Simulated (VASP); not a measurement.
Here is a VASP 6.6.1 calculation.

The input INCAR:

```
SYSTEM = Al
  PREC = Accurate
  ENCUT = 520
  EDIFF = 1E-7
  ISMEAR = 0
  SIGMA = 0.15
  LREAL = .False.
  LASPH = .True.
  NELM = 100
  ALGO = Fast
  ISIF = 2
  LWAVE = .False.
  LCHARG = .False.
  GGA = PE
  NBANDS = 8
```

File KPOINTS:

```
regular mesh
0
Gamma
  20 20 20
  0 0 0
```

POSCAR

```
Al
1.0
   -1.6741230985      1.7873488153      1.6175102401
    1.6741230985     -1.7873488153      1.6175102401
    1.4476716649      1.5608973817     -1.6175102401
Al
1
Direct
    0.0000000000      0.0000000000      0.0000000000
```

Potentials or basis: VASP PAW PBE potentials, release 64 (Al).

Launch:

```sh
$ cat potpaw_PBE.64/Al/POTCAR > POTCAR
$ mpirun -np 1 vasp_std > vasp.out
```

(1) Estimate the band gap on the k mesh.

(2) Estimate the pressure.

## Answers

(1) none (metal or under the smearing width).

(2) 1.9 GPa.
